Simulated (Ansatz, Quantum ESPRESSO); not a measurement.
This is a calculation of Ga for Quantum ESPRESSO 7.5. The given cell was strained at random by a few per cent at fixed volume. This isn't the form of Ga at room conditions, which is orthorhombic.

pw.in

```
&CONTROL
  calculation = 'scf'
  prefix = 'pwscf'
  outdir = './tmp'
  pseudo_dir = './pseudo'
  tprnfor = .true.
  tstress = .true.
  disk_io = 'nowf'
/
&SYSTEM
  ibrav = 0
  nat = 1
  ntyp = 1
  ecutwfc = 56
  ecutrho = 448
  nbnd = 16
  occupations = 'smearing'
  smearing = 'fd'
  degauss = 0.00367493
/
&ELECTRONS
  conv_thr = 2d-10
  electron_maxstep = 120
  mixing_beta = 0.5
/
ATOMIC_SPECIES
Ga    69.7230 ga_pbesol_v1.4.uspp.F.UPF
CELL_PARAMETERS angstrom
  -1.3457430000    1.3674810000    2.2797440000
   1.3853220000   -1.3814100000    2.3117950000
   1.3842630000    1.4199300000   -2.2880880000
ATOMIC_POSITIONS crystal
Ga     0.0001720000    0.0118810000    0.0118730000
K_POINTS automatic
13 13 13 0 0 0
```

Potentials or basis: GBRV 1.5 PBEsol.

Command:

```bash
$ OMP_NUM_THREADS=1 mpirun -n 2 pw.x -nk 2 -in pw.in > pw.out
```

Question: Translate it to Ansatz 0.2.0. Potentials or basis there: all-electron LAPW, scalar-relativistic.

Answer: As run (cutoffs and basis follow the program's own potentials, and thresholds, step limits or extra output files can differ):

The input input.yaml:

```yaml
crystal:
  lattice:
    - [-1.345743, 1.367481, 2.279744]
    - [1.385322, -1.38141, 2.311795]
    - [1.384263, 1.41993, -2.288088]
  atoms:
    - { symbol: Ga, position: [0.000172, 0.011881, 0.011873] }
kpoints:
  mp_grid: { grid: [13, 13, 13] }
scf:
  occupations: { method: fermi_dirac, width: 0.05 }
hamiltonian:
  xc: pbesol
  pseudopotentials: { kind: all_electron, lapw: { basis_error: 0.001 } }
output:
  forces: true
  stress: true
  eigenvalues: true
  populations: true
```

Potentials or basis: all-electron LAPW, scalar-relativistic.

Command:

```bash
$ ansatz run input.yaml --threads 1 --pin off --max-ram 3072MiB --backend cpu --events-out ev --progress --plain --runs-dir out
```

Both were run:

|  | Quantum ESPRESSO | Ansatz |
| --- | --- | --- |
| Pressure | -0.1 GPa | -0.1 GPa |

Where Ansatz's input types no cutoff or centring, it takes its own default and a Γ-centred mesh.

Pressure is positive in compression.
